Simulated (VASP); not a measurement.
# NbAs (I4_1md) in VASP: notebook

Runs on NbAs. Level: PBE+D3(BJ). Tasks: relaxation of cell and atoms.

Everything below comes from runs of VASP 6.6.1. Logs are shortened: lines on timing, memory, paths and dates and some standing lists are left out, and cuts for length are marked.

## Step 1: Starting point

It takes space group I4_1md (No. 109, tetragonal). Conventional cell: a = 3.452 Å, b = 3.452 Å, c = 11.680 Å, α = 90.00°, β = 90.00°, γ = 90.00°. Nb (site symmetry 2mm) has 6 As at 2.60 to 2.63 Å as nearest neighbours. As (site symmetry 2mm) has 6 Nb at 2.60 to 2.63 Å as nearest neighbours.

## Step 2: Relaxation of cell and atoms, PBE+D3(BJ)

Contents of INCAR:

```
SYSTEM = NbAs
PREC = Accurate ; ENCUT = 520
EDIFF = 1E-7 ; ISMEAR = 0
SIGMA = 0.1 ; LREAL = .FALSE.
LASPH = .TRUE. ; NELM = 80
ALGO = Normal ; ISIF = 3
LWAVE = .FALSE. ; LCHARG = .FALSE.
GGA = PE ; IVDW = 12
IBRION = 2 ; NSW = 80
EDIFFG = -0.002
```

Contents of KPOINTS:

```
regular mesh
0
G
  18 18 18
  0 0 0
```

Contents of POSCAR:

```
NbAs
1.0
   -1.7258500000      1.7258500000      5.8400000000
    1.7258500000     -1.7258500000      5.8400000000
    1.7258500000      1.7258500000     -5.8400000000
Nb As
2 2
Direct
    0.0000000000      0.0000000000      0.0000000000
    0.7500000000      0.2500000000      0.5000000000
    0.4160000000      0.4160000000      0.0000000000
    0.1660000000      0.6660000000      0.5000000000
```

Potentials or basis: VASP PAW PBE potentials, release 64 (Nb_sv, As).

Launch:

```bash
> cat potpaw_PBE.64/Nb_sv/POTCAR potpaw_PBE.64/As/POTCAR > POTCAR
> mpirun -np 1 vasp_std > vasp.out
```

OUTCAR:

```text
SYSTEM = NbAs
   PREC = Accurate
   ENCUT = 520
   EDIFF = 1E-7
   ISMEAR = 0
   LREAL = .FALSE.
   LASPH = .TRUE.
   NELM = 80
   ISIF = 3
   GGA = PE
   IVDW = 12
   IBRION = 2
   NSW = 80
   EDIFFG = -0.002
 IVDW          = 12

 ion  position               nearest neighbor table
   1  0.000  0.000  0.000-   4 2.60   4 2.60   3 2.63   3 2.63   3 2.63   3 2.63
   2  0.750  0.250  0.500-   3 2.60   3 2.60   4 2.63   4 2.63   4 2.63   4 2.63
   3  0.416  0.416  0.000-   2 2.60   2 2.60   1 2.63   1 2.63   1 2.63   1 2.63
   4  0.166  0.666  0.500-   1 2.60   1 2.60   2 2.63   2 2.63   2 2.63   2 2.63

  LATTYP: Found a body centered tetragonal cell.
 ALAT       =     3.4517000000
 C/A-ratio  =     3.3838398470

  Lattice vectors:

 A1 = (  -1.7258500000,   1.7258500000,   5.8400000000)
 A2 = (   1.7258500000,  -1.7258500000,   5.8400000000)
 A3 = (   1.7258500000,   1.7258500000,  -5.8400000000)

Analysis of symmetry for initial positions (statically):
=====================================================================
 Subroutine PRICEL returns:
 Original cell was already a primitive cell.

 Routine SETGRP: Setting up the symmetry group for a
 body centered tetragonal supercell.

 Subroutine GETGRP returns: Found  8 space group operations
 (whereof  4 operations were pure point group operations)
 out of a pool of 16 trial point group operations.

The static configuration has the point symmetry C_2v.
 The point group associated with its full space group is C_4v.

Analysis of symmetry for dynamics (positions and initial velocities):
=====================================================================
 Subroutine PRICEL returns:
 Original cell was already a primitive cell.

 Routine SETGRP: Setting up the symmetry group for a
 body centered tetragonal supercell.

 Subroutine GETGRP returns: Found  8 space group operations
 (whereof  4 operations were pure point group operations)
 out of a pool of 16 trial point group operations.

The dynamic configuration has the point symmetry C_2v.
 The point group associated with its full space group is C_4v.

 Subroutine INISYM returns: Found  8 space group operations
 (whereof  4 operations are pure point group operations),
 and found     1 'primitive' translations

----------------------------------------------------------------------------------------

                                     Primitive cell

  volume of cell :      69.5791

  direct lattice vectors                    reciprocal lattice vectors
    -1.725850000  1.725850000  5.840000000     0.000000000  0.289712316  0.085616438
     1.725850000 -1.725850000  5.840000000     0.289712316  0.000000000  0.085616438
     1.725850000  1.725850000 -5.840000000     0.289712316  0.289712316  0.000000000

  length of vectors
     6.329511549  6.329511549  6.329511549     0.302098329  0.302098329  0.409715086

  position of ions in fractional coordinates (direct lattice)
     0.000000000  0.000000000  0.000000000
     0.750000000  0.250000000  0.500000000
     0.416000000  0.416000000  0.000000000
     0.166000000  0.666000000  0.500000000

  ion indices of the primitive-cell ions
   primitive index   ion index
                 1           1
                 2           2
                 3           3
                 4           4

----------------------------------------------------------------------------------------

 KPOINTS: regular mesh

Automatic generation of k-mesh.
 Grid dimensions read from file:
 generate k-points for:   18   18   18

 Generating k-lattice:

  Cartesian coordinates                     Fractional coordinates (reciprocal lattice)
     0.000000000  0.016095129  0.004756469     0.055555556 -0.000000000  0.000000000
     0.016095129  0.000000000  0.004756469    -0.000000000  0.055555556  0.000000000
     0.016095129  0.016095129  0.000000000     0.000000000  0.000000000  0.055555556

  Length of vectors
     0.016783240  0.016783240  0.022761949

  Shift w.r.t. Gamma in fractional coordinates (k-lattice)
     0.000000000  0.000000000  0.000000000

 Subroutine IBZKPT returns following result:
 ===========================================

 Found    480 irreducible k-points:

 Following reciprocal coordinates:
            Coordinates               Weight
  0.000000  0.000000  0.000000      1.000000
  0.055556  0.000000 -0.000000      8.000000
  0.111111  0.000000 -0.000000      8.000000
  0.166667  0.000000 -0.000000      8.000000
  0.222222  0.000000 -0.000000      8.000000
  0.277778  0.000000 -0.000000      8.000000
[... 16 lines left out ...]
 -0.277778  0.055556 -0.000000     16.000000
 -0.222222  0.055556  0.000000     16.000000
 [... further k-points ...]
   k-points           NKPTS =    480   k-points in BZ     NKDIM =    480   number of bands    NBANDS=     22
   number of dos      NEDOS =    301   number of ions     NIONS =      4
   total plane-waves  NPLWV = 110592
   dimension x,y,z NGX =    48 NGY =   48 NGZ =   48
   dimension x,y,z NGXF=    96 NGYF=   96 NGZF=   96
   ions per type =               2   2
   NGX,Y,Z   is equivalent  to a cutoff of  12.61, 12.61, 12.61 a.u.
   NGXF,Y,Z  is equivalent  to a cutoff of  25.21, 25.21, 25.21 a.u.
 SYSTEM =  NbAs
   PREC   = accura    normal or accurate (medium, high low for compatibility)
   ISTART =      0    job   : 0-new  1-cont  2-samecut
   ICHARG =      2    charge: 1-file 2-atom 10-const
   ISPIN  =      1    spin polarized calculation?
   LNONCOLLINEAR =      F non collinear calculations
   LSORBIT =      F    spin-orbit coupling
   LASPH  =      T    aspherical Exc in radial PAW
   ENCUT  =  520.0 eV  38.22 Ry    6.18 a.u.  11.77 11.77 11.77*2*pi/ulx,y,z
   NELM   =     80;   NELMIN=  2; NELMDL= -5     # of ELM steps
   EDIFF  = 0.1E-06   stopping-criterion for ELM
   LREAL  =      F    real-space projection
   EDIFFG = -.2E-02   stopping-criterion for IOM
   NSW    =     80    number of steps for IOM
   IBRION =      2    ionic relax: 0-MD 1-quasi-New 2-CG
   NFREE  =      1    steps in history (QN), initial steepest desc. (CG)
   ISIF   =      3    stress and relaxation
   ISYM   =      2    0-nonsym 1-usesym 2-fastsym
   POTIM  = 0.5000    time-step for ionic-motion
   TEBEG  =    0.0;   TEEND  =   0.0 temperature during run
   PSTRESS=    0.0 pullay stress
   NELECT =      36.0000    total number of electrons
   NUPDOWN=      -1.0000    fix difference up-down
   EMIN   =  10.00;   EMAX   =-10.00  energy-range for DOS
   EFERMI =   0.00;   METHOD = LEGACY
   ISMEAR =     0;   SIGMA  =   0.10  broadening in eV -4-tet -1-fermi 0-gaus
   EFERMI_NEDOS =   21; number of points for ismear=-14 and -15
   IALGO  =     38    algorithm
   IMIX   =      4    mixing-type and parameters
     AMIX     =   0.40;   BMIX     =  1.00
     AMIX_MAG =   1.60;   BMIX_MAG =  1.00
  volume/ion in A,a.u.               =      17.39       117.39
  Fermi-wavevector in a.u.,A,eV,Ry     =   1.314264  2.483599 23.501213  1.727290
  Thomas-Fermi vector in A             =   2.444529
   LORBIT       =      0    0 simple, 1 ext, 2 COOP (PROOUT), +10 PAW based schemes
   GGA     = PE    functional components
   LHFCALC =     F    Hartree Fock is set to
   AEXX    =    0.0000 exact exchange contribution
   IVDW    =    12    specifies the selected vdW correction
   LEPSILON=     F    determine dielectric tensor
   LRPA    =     F    only Hartree local field effects (RPA)
 conjugate gradient relaxation of ions
 non-spin polarized calculation
 Gauss-broadening in eV      SIGMA  =   0.10
  energy-cutoff  :      520.00
  volume of cell :       69.58
 maximum number of plane-waves:      1899
   NGX = 23   NGY = 23   NGZ = 23

--------------------------------------- Ionic step        1  -------------------------------------------

 number of electron      35.9999999 magnetization

 Free energy of the ion-electron system (eV)
  ---------------------------------------------------
  ext. energy  EPLUGINS =         0.00000000
  ---------------------------------------------------
  free energy    TOTEN  =       -32.51330269 eV

  energy without entropy =      -32.51092652  energy(sigma->0) =      -32.51211460

------------------------ aborting loop because EDIFF is reached ----------------------------------------

 Edisp (eV)   -2.54344

 E8    (eV) :    -1.1623
[... 33 lines left out ...]
--------------------------------------- Ionic step        2  -------------------------------------------

 number of electron      36.0000000 magnetization

 E-fermi :  10.2041     XC(G=0): -12.0623

 val. band max:       10.1983405152   @ k =  -0.1667   0.3333   0.1667
 cond. band min:      10.2100130652   @ k =  -0.0556  -0.4444   0.0556
 fundamental gap:      0.0116725500
 Fermi energy:        10.2041439107

 k-point     1 :       0.0000    0.0000    0.0000
  band No.  band energies     occupation
      1     -44.8270      2.00000
      2     -44.7925      2.00000
      3     -21.0983      2.00000
      4     -20.9475      2.00000
      5     -20.9475      2.00000
      6     -20.7891      2.00000
[... 589 lines left out ...]
     21      11.9595      0.00000
     22      12.9688      0.00000

 [... further k-points ...]

------------------------ aborting loop because EDIFF is reached ----------------------------------------

 Edisp (eV)   -2.65889

 E8    (eV) :    -1.2152
[... 201 lines left out ...]
--------------------------------------- Ionic step        7  -------------------------------------------

 number of electron      36.0000001 magnetization

 Free energy of the ion-electron system (eV)
  ---------------------------------------------------
  ext. energy  EPLUGINS =         0.00000000
  ---------------------------------------------------
  free energy    TOTEN  =       -32.48729027 eV

  energy without entropy =      -32.48487590  energy(sigma->0) =      -32.48608309

 E-fermi :   9.8687     XC(G=0): -11.9354

 val. band max:        9.8657994582   @ k =  -0.0556   0.5000   0.0556
 cond. band min:       9.8751208612   @ k =  -0.0556  -0.4444   0.0556
 fundamental gap:      0.0093214030
 Fermi energy:         9.8686890831

 k-point     1 :       0.0000    0.0000    0.0000
  band No.  band energies     occupation
      1     -45.2196      2.00000
      2     -45.1876      2.00000
      3     -21.4536      2.00000
      4     -21.3383      2.00000
      5     -21.3383      2.00000
      6     -21.1820      2.00000
[... 589 lines left out ...]
     21      11.5199      0.00000
     22      12.5197      0.00000

 [... further k-points ...]

------------------------ aborting loop because EDIFF is reached ----------------------------------------

 Edisp (eV)   -2.58861

 E8    (eV) :    -1.1829
[... 27 lines left out ...]
  FREE ENERGIE OF THE ION-ELECTRON SYSTEM (eV)
  ---------------------------------------------------
  free  energy   TOTEN  =       -35.0759027269 eV

  energy  without entropy=      -35.0734883595  energy(sigma->0) =      -35.07469554

 reached required accuracy - stopping structural energy minimisation
```

Wall time 1.9 h (1 thread of AMD EPYC 9R14 (Zen 4), shared host); peak memory 0.85 GiB.

What came out:

| Item | Value |
| --- | --- |
| Free energy | -35.0759 eV |
| Relaxed volume | 17.10 Å³/atom |
| Relaxed cell | a = 6.269 Å, b = 6.269 Å, c = 6.269 Å, α = 148.15°, β = 148.15°, γ = 45.67° |
| Space group after relaxing (to 0.05 Å) | I4_1md (No. 109) |
| Energy gained by relaxing | 4.8 meV/atom |
| Ionic steps | 7 |
| Pressure after relaxing | 0.0 GPa |
| Band gap on the k mesh | none (metal or under the smearing width) |
| Dispersion energy per atom | -0.647 eV |

The path:
```csv
step,energy change (eV),largest force (eV/Å),pressure (GPa),volume (Å³)
1,0.0000,0.2966,-2.73,69.58
2,0.0121,0.0322,5.15,66.64
3,-0.0150,0.1649,0.46,68.30
4,-0.0183,0.0107,-0.09,68.47
5,-0.0183,0.0166,-0.11,68.48
6,-0.0191,0.0031,-0.04,68.41
7,-0.0192,0.0009,-0.01,68.39
```

Final structure:
```
Nb As
1.0
    -1.72022    1.72022    5.77805
     1.72022   -1.72022    5.77805
     1.72022    1.72022   -5.77805
Nb As
2 2
Direct
  0.99862 0.99862 0.00000
  0.74862 0.24862 0.50000
  0.41738 0.41738 0.00000
  0.16738 0.66738 0.50000
```

Caveat: pairwise dispersion overbinds metals, which lowers pressure and volume.

## Step 3: Relaxation of cell and atoms, PBE+D3(BJ)

This run uses another cell than the first one, of 17.10 Å³/atom, 0.983 times its volume.

INCAR is that of step 2.

KPOINTS is that of step 2.

Contents of POSCAR:

```
NbAs                                    
1.0
   -1.7202230418      1.7202230418      5.7780511885
    1.7202230418     -1.7202230418      5.7780511885
    1.7202230418      1.7202230418     -5.7780511885
  Nb              As            
     2     2
Direct
     0.9986183850609950    0.9986183850609950    0.0000000000000000
     0.7486183850609950    0.2486183850609948    0.5000000000000000
     0.4173816149390021    0.4173816149390021    0.0000000000000000
     0.1673816149390020    0.6673816149390018    0.5000000000000000
```

Potentials or basis: VASP PAW PBE potentials, release 64 (Nb_sv, As).

Launch:

```bash
> cat potpaw_PBE.64/Nb_sv/POTCAR potpaw_PBE.64/As/POTCAR > POTCAR
> mpirun -np 1 vasp_std > vasp.out
```

OUTCAR:

```text
SYSTEM = NbAs
   PREC = Accurate
   ENCUT = 520
   EDIFF = 1E-7
   ISMEAR = 0
   LREAL = .FALSE.
   LASPH = .TRUE.
   NELM = 80
   ISIF = 3
   GGA = PE
   IVDW = 12
   IBRION = 2
   NSW = 80
   EDIFFG = -0.002
 IVDW          = 12

 ion  position               nearest neighbor table
   1  0.999  0.999  0.000-   4 2.60   4 2.60   3 2.61   3 2.61   3 2.61   3 2.61
   2  0.749  0.249  0.500-   3 2.60   3 2.60   4 2.61   4 2.61   4 2.61   4 2.61
   3  0.417  0.417  0.000-   2 2.60   2 2.60   1 2.61   1 2.61   1 2.61   1 2.61
[... 811 lines left out ...]
  --------------------------------------------------------------------------------------
  -------------------------------------------------------------------------------------
  Total      -0.00790    -0.00790    -0.00706     0.00000     0.00000     0.00000
  in kB      -0.18507    -0.18507    -0.16532     0.00000     0.00000     0.00000
  external pressure =       -0.18 kB  Pullay stress =        0.00 kB

 VOLUME and BASIS-vectors are now :
 -----------------------------------------------------------------------------
  energy-cutoff  :      520.00
  volume of cell :       68.39
      direct lattice vectors                 reciprocal lattice vectors
    -1.720223042  1.720223042  5.778051189     0.000000000  0.290659983  0.086534367
     1.720223042 -1.720223042  5.778051189     0.290659983  0.000000000  0.086534367
     1.720223042  1.720223042 -5.778051189     0.290659983  0.290659983  0.000000000

 POSITION                                       TOTAL-FORCE (eV/Angst)
 -----------------------------------------------------------------------------------
      0.00000      0.00000     11.54014         0.000000      0.000000     -0.000885
     -0.00000      1.72022      2.87306        -0.000000     -0.000000     -0.000885
      0.00000      0.00000      4.82330         0.000000      0.000000      0.000885
      1.72022      0.00000      1.93428        -0.000000     -0.000000      0.000885
 -----------------------------------------------------------------------------------
    total drift:                                0.000000      0.000000     -0.000336

  FREE ENERGIE OF THE ION-ELECTRON SYSTEM (eV)
  ---------------------------------------------------
  free  energy   TOTEN  =       -35.0754706006 eV

  energy  without entropy=      -35.0730562904  energy(sigma->0) =      -35.07426345

 reached required accuracy - stopping structural energy minimisation
```

CONTCAR:

```text
NbAs
   1.00000000000000
    -1.7202230418000000    1.7202230418000000    5.7780511885000001
     1.7202230418000000   -1.7202230418000000    5.7780511885000001
     1.7202230418000000    1.7202230418000000   -5.7780511885000001
  Nb              As
     2     2
Direct
     0.9986183850609933    0.9986183850609933    0.0000000000000000
     0.7486183850609933    0.2486183850609933    0.5000000000000000
     0.4173816149390035    0.4173816149390035    0.0000000000000000
     0.1673816149390035    0.6673816149390035    0.5000000000000000

  0.00000000E+00  0.00000000E+00  0.00000000E+00
  0.00000000E+00  0.00000000E+00  0.00000000E+00
  0.00000000E+00  0.00000000E+00  0.00000000E+00
  0.00000000E+00  0.00000000E+00  0.00000000E+00
```

Run time: 21 min. Hardware: 1 thread of AMD EPYC 9R14 (Zen 4), shared host; peak memory 0.82 GiB.

Results:

| Quantity | Value |
| --- | --- |
| Free energy | -35.0755 eV |
| Pressure after relaxing | 0.0 GPa |
| Band gap on the k mesh | none (metal or under the smearing width) |
| Dispersion energy per atom | -0.647 eV |

Final structure:
```
CELL_PARAMETERS angstrom
-1.72022 1.72022 5.77805
1.72022 -1.72022 5.77805
1.72022 1.72022 -5.77805
ATOMIC_POSITIONS crystal
Nb 0.99862 0.99862 0.00000
Nb 0.74862 0.24862 0.50000
As 0.41738 0.41738 0.00000
As 0.16738 0.66738 0.50000
```

Levels at points of the mesh, in eV from the Fermi level:
```
           k point  band 15  band 16  band 17  band 18  band 19  band 20  band 21  band 22
(0.00, 0.00, 0.00)    -2.10    -1.70    -1.40    -1.40     0.68     1.28     2.53     3.02
(0.50, 0.00, 0.00)    -2.32    -1.80    -1.41    -0.03     0.04     1.22     2.16     2.36
(0.50, 0.50, 0.00)    -2.80    -2.80    -0.63    -0.63     2.45     2.45     2.74     2.74
(0.50, 0.50, 0.50)    -2.58    -2.58    -0.55    -0.55     0.96     0.96     2.01     2.01
```

Caveat: the relaxation stopped at its first step, so nothing moved; pairwise dispersion overbinds metals, which lowers pressure and volume.
